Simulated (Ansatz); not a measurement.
Crystal: Au.

```
Au
1.0
     0.00000    2.03500    2.03500
     2.03500    0.00000    2.03500
     2.03500    2.03500    0.00000
Au
1
Direct
  0.00000 0.00000 0.00000
```

Program: Ansatz 0.2.0. Alike in all runs: cell as given.

Problem. Order these runs on this cell by their pressure, lowest first.
A. level PBEsol; potentials or basis all-electron LAPW, relativistic spinors; spin SOC, no magnetisation; k mesh 8 × 8 × 8; cutoff (eV) 249; smearing fermi-dirac 0.05 eV; basis error allowed 0.001 eV/atom; mesh quality coarse
B. level PBE; potentials or basis all-electron LAPW, scalar-relativistic; spin off; k mesh 4 × 4 × 4; cutoff (eV) 231; smearing fermi-dirac 0.03 eV; basis error allowed 0.002 eV/atom; mesh quality coarse
C. level PBE; potentials or basis all-electron LAPW, scalar-relativistic; spin off; k mesh 11 × 11 × 11; cutoff (eV) 249; smearing gaussian 0.016 eV; basis error allowed 0.001 eV/atom; mesh quality not flagged

Solution. A (1.3 GPa), C (10.8 GPa), B (13.1 GPa).

Caveats: some runs use coarse meshes; the k mesh is thin for a metal, which can move the energy by tens of meV per atom (some runs).
